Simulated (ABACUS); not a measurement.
# Rh (Fm-3m) in ABACUS: settings compared

Aim: see how the results for Rh move with the level of theory and the settings. Levels: PW91, PBE. Tasks: single point, relaxation of cell and atoms.

Program: ABACUS 3.10.1. These are calculated values, not measurements. Logs are shortened: lines on timing, memory, paths and dates and some standing lists are left out, and cuts for length are marked.

## (1) The structure

The structure is cubic, space group Fm-3m (No. 225). The conventional cell has a = 3.796 Å, b = 3.796 Å, c = 3.796 Å, α = 90.00°, β = 90.00°, γ = 90.00°. Rh (site symmetry m-3m) has 12 Rh at 2.68 Å as nearest neighbours.

## (2) Single point, PW91

INPUT reads:

```
INPUT_PARAMETERS
suffix              Rh
calculation         scf
basis_type          pw
pseudo_dir          ./
symmetry            1
dft_functional      GGA_X_PW91+GGA_C_PW91
ecutwfc             89
pseudo_rcut         10
nspin               1
nbands              19
ks_solver           dav
smearing_method     fd
smearing_sigma      0.00367493
scf_thr             1e-08
scf_nmax            100
mixing_type         broyden
mixing_beta         0.7
cal_force           1
cal_stress          1
out_chg             1
kpar                4
```

STRU reads:

```
ATOMIC_SPECIES
Rh 102.9055 Rh.upf

LATTICE_CONSTANT
5.0719591737

LATTICE_VECTORS
0.0000000000 0.7071067812 0.7071067812
0.7071067812 0.0000000000 0.7071067812
0.7071067812 0.7071067812 0.0000000000

ATOMIC_POSITIONS
Cartesian

Rh
0.0
1
0.0000000000 0.0000000000 0.0000000000 1 1 1
```

KPT reads:

```
K_POINTS
0
Gamma
10 10 10 0 0 0
```

Potentials or basis: PseudoDojo NC SR 0.4.1 PBE standard, plane waves.

The run is started by

```
$ OMP_NUM_THREADS=1 mpirun -np 4 abacus > log
```

running log:

```text
ABACUS v3.10.1

               Atomic-orbital Based Ab-initio Computation at UStc

 ------------------------------------------------------------------------------------

 READING GENERAL INFORMATION
                           global_out_dir = OUT.Rh/
                           global_in_card = INPUT
                               pseudo_dir = ./
                              orbital_dir =
                                    DSIZE = 4
                                    GSIZE = 1

 READING UNITCELL INFORMATION
                                    ntype = 1
                  lattice constant (Bohr) = 5.07196
              lattice constant (Angstrom) = 2.68396

 READING ATOM TYPE 1
                               atom label = Rh
                      L=0, number of zeta = 1
                      L=1, number of zeta = 1
                      L=2, number of zeta = 1
             number of atom for this type = 1

                        TOTAL ATOM NUMBER = 1
CARTESIAN COORDINATES ( UNIT =       5.071959173700 Bohr ).
    atom                   x                   y                   z     mag                  vx                  vy                  vz
tauc_Rh1            0.0000000000        0.0000000000        0.0000000000  0.0000        0.0000000000        0.0000000000        0.0000000000

                          Volume (Bohr^3) = 92.2597
                             Volume (A^3) = 13.6715

 Lattice vectors: (Cartesian coordinate: in unit of a_0)
                   +0           +0.707107           +0.707107
            +0.707107                  +0           +0.707107
            +0.707107           +0.707107                  +0
 Reciprocal vectors: (Cartesian coordinate: in unit of 2 pi/a_0)
            -0.707107           +0.707107           +0.707107
            +0.707107           -0.707107           +0.707107
            +0.707107           +0.707107           -0.707107
 The esolver type has been set to : ksdft_pw

                PAO radial cut off (Bohr) = 10

 Read in pseudopotential file is Rh.upf
                     pseudopotential type = NC
          exchange-correlation functional = PBE
                 nonlocal core correction = 1
                        valence electrons = 17
                                     lmax = 2
                           number of zeta = 4
                     number of projectors = 6
                           L of projector = 0
                           L of projector = 0
                           L of projector = 1
                           L of projector = 1
                           L of projector = 2
                           L of projector = 2
 XC functional updated to : GGA_X_PW91+GGA_C_PW91
          exchange-correlation functional = GGA_X_PW91+GGA_C_PW91
     initial pseudo atomic orbital number = 10

 SETUP THE ELECTRONS NUMBER
            electron number of element Rh = 17
      total electron number of element Rh = 17
            AUTOSET number of electrons:  = 17
                           occupied bands = 9
                                   NBANDS = 19
                                   NLOCAL = 9

%%%%%%%%%%%%%%%%%%%%%%%%%%%%%%%%%%%%%%%%%%%%%%%%%%%%%%%%%%%%%%%%%%%%%%%%%%%%%%%%%%%%%%%%%%%%%%%%%%%%%%%%%%
 Warning: the number of valence electrons in pseudopotential > 9 for Rh: [Kr] 4d8 5s1
 Pseudopotentials with additional electrons can yield (more) accurate outcomes, but may be less efficient.
 If you're confident that your chosen pseudopotential is appropriate, you can safely ignore this warning.
%%%%%%%%%%%%%%%%%%%%%%%%%%%%%%%%%%%%%%%%%%%%%%%%%%%%%%%%%%%%%%%%%%%%%%%%%%%%%%%%%%%%%%%%%%%%%%%%%%%%%%%%%%

 SETUP THE PLANE WAVE BASIS
 energy cutoff for charge/potential (unit:Ry) = 356
            fft grid for charge/potential = [ 32, 32, 32 ]
                        fft grid division = [ 1, 1, 1 ]
        big fft grid for charge/potential = [ 32, 32, 32 ]
                                     nbxx = 32768
                                     nrxx = 32768

 SETUP PLANE WAVES FOR CHARGE/POTENTIAL
                    number of plane waves = 10417
                         number of sticks = 637

 PARALLEL PW FOR CHARGE/POTENTIAL
     PROC   COLUMNS(POT)             PW
        1            637          10417
 --------------- sum -------------------
        1            637          10417
                            number of |g| = 156
                                  max |g| = 230
                                  min |g| = 0

----------- Double Check Mixing Parameters Begin ------------
mixing_type: broyden
mixing_beta: 0.7
mixing_gg0: 1
mixing_gg0_min: 0.1
mixing_ndim: 8
----------- Double Check Mixing Parameters End ------------

 LATTICE VECTORS: (CARTESIAN COORDINATE: IN UNIT OF A0)
                   +0           +0.707107           +0.707107
            +0.707107                  +0           +0.707107
            +0.707107           +0.707107                  +0
                       right hand lattice = 1
                                   NORM_A = 1
                                   NORM_B = 1
                                   NORM_C = 1
                           ALPHA (DEGREE) = 60
                           BETA  (DEGREE) = 60
                           GAMMA (DEGREE) = 60

 The lattice vectors have been changed (STRU_SIMPLE.cif)

(for optimal symmetric configuration:)
                             BRAVAIS TYPE = 3
                     BRAVAIS LATTICE NAME = 03. Cubic F (face-centered)
                                    ibrav = 3
                                    IBRAV = 3
                                  BRAVAIS = FACE CENTERED CUBIC
                       LATTICE CONSTANT A = 1.41421
Original cell was already a primitive cell.
                        ROTATION MATRICES = 48
              PURE POINT GROUP OPERATIONS = 48
                   SPACE GROUP OPERATIONS = 48
                              POINT GROUP = O_h
               POINT GROUP IN SPACE GROUP = O_h

 SETUP K-POINTS
                                    nspin = 1
                   Input type of k points = Monkhorst-Pack(Gamma)
                                   nkstot = 1000
                       right hand lattice = 1
(for reciprocal lattice: )
                             BRAVAIS TYPE = 2
                     BRAVAIS LATTICE NAME = 02. Cubic I (body-centered)
                                    ibrav = 2
                       right hand lattice = 1
(for k-lattice: )
                             BRAVAIS TYPE = 2
                     BRAVAIS LATTICE NAME = 02. Cubic I (body-centered)
                                    ibrav = 2
                       right hand lattice = 1
                        ROTATION MATRICES = 48
                               nkstot_ibz = 47
K-POINTS REDUCTION ACCORDING TO SYMMETRY
     IBZ    DIRECT_X    DIRECT_Y    DIRECT_Z  WEIGHT  ibz2bz
       1  0.00000000  0.00000000  0.00000000  0.0010       0
       2  0.10000000  0.10000000  0.10000000  0.0080       1
       3  0.20000000  0.20000000  0.20000000  0.0080       2
       4  0.30000000  0.30000000  0.30000000  0.0080       3
       5  0.40000000  0.40000000  0.40000000  0.0080       4
       6  0.50000000  0.50000000  0.50000000  0.0040       5
[... 22 lines left out ...]
      29  0.50000000  0.50000000  0.10000000  0.0240      45
      30 -0.20000000  0.40000000  0.40000000  0.0120      46
[... 17 further k points ...]

                               nkstot now = 47
[... K-POINTS DIRECT COORDINATES: 47 rows ...]

           k-point number in this process = 12
       minimum distributed K point number = 11
[... stars of the k points ...]

[... K-POINTS CARTESIAN COORDINATES: 12 rows ...]

[... K-POINTS DIRECT COORDINATES: 12 rows ...]

 SETUP PLANE WAVES FOR WAVE FUNCTIONS
     energy cutoff for wavefunc (unit:Ry) = 89
              fft grid for wave functions = [ 32, 32, 32 ]
                    number of plane waves = 1639
                         number of sticks = 187

 PARALLEL PW FOR WAVE FUNCTIONS
     PROC   COLUMNS(POT)             PW
        1            187           1639
 --------------- sum -------------------
        1            187           1639

 SETUP NONLOCAL PSEUDOPOTENTIALS IN PLANE WAVE BASIS
 Rh non-local projectors:
 projector 1 L=0
 projector 2 L=0
 projector 3 L=1
 projector 4 L=1
 projector 5 L=2
 projector 6 L=2
      TOTAL NUMBER OF NONLOCAL PROJECTORS = 18

 Init Non-Local PseudoPotential table :
 Init Non-Local-Pseudopotential done.

                                     npwx = 1324

 Make real space PAO into reciprocal space.
       max mesh points in Pseudopotential = 1001
     dq(describe PAO in reciprocal space) = 0.01
                                    max q = 1136

 number of pseudo atomic orbitals for Rh is 4
WARNING: norm of atomic wavefunction # 3 of atomic type Rh is 0.999998, renormalized
WARNING: norm of atomic wavefunction # 4 of atomic type Rh is 0.999701, renormalized

 -------------------------------------------
 SELF-CONSISTENT
 -------------------------------------------
                                 init_chg = atomic

 PW ALGORITHM --------------- ION=   1  ELEC=   1--------------------------------
 Notice: Threshold on eigenvalues was too large.
 hsover_error=0.17 > DRHO=0.111643
 Origin diag ethr = 0.01
 New diag ethr = 0.000656723

 Density error is 0.111580005533
                          Error Threshold = 0.000656722556356
----------------------------------------------------------
     Energy           Rydberg                 eV
----------------------------------------------------------
 E_KohnSham     -234.7110133865      -3193.4071654105
 E_Harris       -238.0739713562      -3239.1625559330
 E_Fermi        1.7645244862         24.0075872730
----------------------------------------------------------
[... 63 lines left out ...]
 Density error is 3.45289957889e-10
                          Error Threshold = 7.00436596165e-11
----------------------------------------------------------
     Energy           Rydberg                 eV
----------------------------------------------------------
 E_KohnSham     -234.7499087099      -3193.9363634348
 E_KS(sigma->0) -234.7494536033      -3193.9301713921
 E_Harris       -234.7500645697      -3193.9384840159
 E_band         -5.8022496355        -78.9436562618
 E_one_elec     -49.6462520789       -675.4719126173
 E_Hartree      37.6567106987        512.3458334398
 E_xc           -38.0311836387       -517.4407991701
 E_Ewald        -184.7282734779      -2513.3571010017
 E_entropy(-TS) -0.0009102132        -0.0123840855
 E_descf        0.0000000000         0.0000000000
 E_exx          0.0000000000         0.0000000000
 E_Fermi        1.6771868138         22.8192972784
----------------------------------------------------------

 charge density convergence is achieved
 final etot is -3193.9363634 eV
 EFERMI = 22.819297278 eV

 STATE ENERGY(eV) AND OCCUPATIONS    NSPIN == 1
 1/12 kpoint (Cartesian) = 0.0000 0.0000 0.0000 (1291 pws)
       1       -56.1337     0.00200000
       2       -23.5886     0.00200000
       3       -23.5886     0.00200000
       4       -23.5886     0.00200000
       5        14.8175     0.00200000
       6        19.6755     0.00200000
[... 104 lines left out ...]
       6        19.5987     0.00800000
[... 11 lines left out ...]
      18        61.1740        0.00000
      19        61.6305        0.00000

[... levels at 6 further k points ...]

------------------------------------------------------------------------------------------
 TOTAL-FORCE (eV/Angstrom)
------------------------------------------------------------------------------------------
                       Rh1         0.0000000000         0.0000000000         0.0000000000
------------------------------------------------------------------------------------------

----------------------------------------------------------------
 TOTAL-STRESS (KBAR)
----------------------------------------------------------------
        83.9031058607        -0.0000000000        -0.0000000000
         0.0000000000        83.9031058607        -0.0000000000
         0.0000000000        -0.0000000000        83.9031058607
----------------------------------------------------------------
 TOTAL-PRESSURE: 83.903106 KBAR

 --------------------------------------------
 !FINAL_ETOT_IS -3193.9363634348378582 eV
 --------------------------------------------
```

Run time: 2.4 s. Hardware: 4 MPI ranks of Intel Xeon 6975P-C (Granite Rapids), shared host; peak memory 0.24 GiB.

Results:

- Free energy: -3193.9364 eV
- Pressure: 8.4 GPa
- Band gap on the k mesh: none (metal or under the smearing width)

Caveat: the potentials were made for another functional, which shifts forces and pressure.

## (3) Relaxation of cell and atoms, PW91

Edit INPUT of step 2 so:

```diff
@@ -2,3 +2,3 @@
 suffix              Rh
-calculation         scf
+calculation         cell-relax
 basis_type          pw
@@ -10,3 +10,3 @@
 nspin               1
-nbands              19
+nbands              13
 ks_solver           dav
@@ -20,3 +20,7 @@
 cal_stress          1
-out_chg             1
+relax_nmax          60
+force_thr_ev        0.01
+relax_method        cg
+out_stru            1
+stress_thr          1
 kpar                4
```

STRU reads:

```
ATOMIC_SPECIES
Rh 102.9055 Rh.upf

LATTICE_CONSTANT
1.8897261246

LATTICE_VECTORS
0.0000000000 1.8978500000 1.8978500000
1.8978500000 0.0000000000 1.8978500000
1.8978500000 1.8978500000 0.0000000000

ATOMIC_POSITIONS
Direct

Rh
0.0
1
0.0000000000 0.0000000000 0.0000000000 1 1 1
```

KPT is that of step 2.

Potentials or basis: PseudoDojo NC SR 0.4.1 PBE standard, plane waves.

The run is started by

```
$ OMP_NUM_THREADS=1 mpirun -np 4 abacus > log
```

It took 6.5 s on 4 MPI ranks of Intel Xeon 6975P-C (Granite Rapids), shared host; peak memory 0.36 GiB.

The run converged. Its results:

- Free energy: -3193.9469 eV
- Relaxed volume: 14.09 Å³/atom
- Relaxed cell: a = 2.711 Å, b = 2.711 Å, c = 2.711 Å, α = 60.00°, β = 60.00°, γ = 60.00°
- Space group after relaxing (to 0.05 Å): Fm-3m (No. 225)
- Energy gained by relaxing: 10.6 meV/atom
- Ionic steps: 6
- Pressure after relaxing: 0.0 GPa
- Band gap on the k mesh: none (metal or under the smearing width)

Step by step:
| step | energy change (eV) | largest force (eV/Å) | pressure (GPa) | volume (Å³) |
| --- | --- | --- | --- | --- |
| 1 | 0.0000 | 0.0000 | 8.42 | 13.67 |
| 2 | 0.0510 | 0.0000 | -16.45 | 15.20 |
| 3 | -0.0105 | 0.0000 | -0.27 | 14.10 |
| 4 | -0.0105 | 0.0000 | -0.28 | 14.10 |
| 5 | -0.0105 | 0.0000 | 0.61 | 14.05 |
| 6 | -0.0106 | 0.0000 | 0.00 | 14.09 |

Final structure:
```yaml
crystal:
  lattice:
    - [0.00000, 1.91682, 1.91682]
    - [1.91682, 0.00000, 1.91682]
    - [1.91682, 1.91682, 0.00000]
  atoms:
    - { symbol: Rh, position: [0.00000, 0.00000, 0.00000] }
```

Levels at points of the mesh, in eV from the Fermi level:
| k point | band 6 | band 7 | band 8 | band 9 | band 10 |
| --- | --- | --- | --- | --- | --- |
| (0.00, 0.00, 0.00) | -3.00 | -3.00 | -3.00 | -0.99 | -0.99 |
| (0.50, 0.50, 0.50) | -3.07 | -3.07 | 0.51 | 0.51 | 0.78 |
| (0.50, 0.50, 0.00) | -5.76 | 0.49 | 0.91 | 0.91 | 3.25 |

Caveat: the potentials were made for another functional, which shifts forces and pressure.

## (4) Single point, PBE, spin-orbit coupling, no magnetisation

INPUT reads:

```
INPUT_PARAMETERS
suffix              Rh
calculation         scf
basis_type          lcao
pseudo_dir          ./
orbital_dir         ./
symmetry            0
dft_functional      pbe
ecutwfc             100
pseudo_rcut         10
nspin               4
nbands              38
ks_solver           genelpa
smearing_method     fd
smearing_sigma      0.00367493
scf_thr             1e-07
scf_nmax            100
mixing_type         broyden
mixing_beta         0.4
cal_force           1
cal_stress          1
noncolin            0
lspinorb            1
out_mul             1
out_chg             1
```

Edit STRU of step 3 so:

```diff
@@ -2,2 +2,5 @@
 Rh 102.9055 Rh.upf
+
+NUMERICAL_ORBITAL
+Rh_confined-atom_7au_3s2p2d1f.orb
```

KPT reads:

```
K_POINTS
0
Gamma
8 8 8 0 0 0
```

Potentials or basis: PseudoDojo NC FR 0.4 PBE standard, DZP LCAO (the cutoffs set its grid).

The run is started by

```
$ OMP_NUM_THREADS=1 mpirun -np 4 abacus > log
```

It took 18 s on 4 MPI ranks of Intel Xeon 6975P-C (Granite Rapids), shared host; peak memory 0.84 GiB.

The run converged. Its results:

| Item | Value |
| --- | --- |
| Free energy | -3191.0687 eV |
| Pressure | 10.1 GPa |
| Band gap on the k mesh | none (metal or under the smearing width) |

Caveat: the atomic orbitals were generated for these runs and aren't a published set; the basis of atomic orbitals isn't converged, which shifts pressures, moduli and gaps.

## (5) Summary

| task | level | potentials or basis | spin | cell | k mesh | cutoff (eV) | SCF threshold on the density | eigensolver | mixing share | symmetry key | max steps of the relaxation | gap on the mesh (eV) | pressure (GPa) |
| --- | --- | --- | --- | --- | --- | --- | --- | --- | --- | --- | --- | --- | --- |
| single point | PW91 | PseudoDojo NC SR 0.4.1 PBE standard, plane waves | off | as given | 10 × 10 × 10 | 1211 | 1e-08 | dav | 0.7 | 1 | - | none | 8.4 |
| relaxation of cell and atoms | PW91 | PseudoDojo NC SR 0.4.1 PBE standard, plane waves | off | relaxed | 10 × 10 × 10 | 1211 | 1e-08 | dav | 0.7 | 1 | 60 | none | 0.0 |
| single point | PBE | PseudoDojo NC FR 0.4 PBE standard, DZP LCAO (the cutoffs set its grid) | SOC, no magnetisation | as given | 8 × 8 × 8 | 1361 | 1e-07 | genelpa | 0.4 | 0 | - | none | 10.1 |

Alike in all rows: smearing fermi-dirac 0.05 eV.

Caveats: the potentials were made for another functional, which shifts forces and pressure (some runs); the atomic orbitals were generated for these runs and aren't a published set (some runs); the basis of atomic orbitals isn't converged, which shifts pressures, moduli and gaps (some runs).

Total energies depend on the potentials used, so only differences within one code and one set of settings carry meaning.
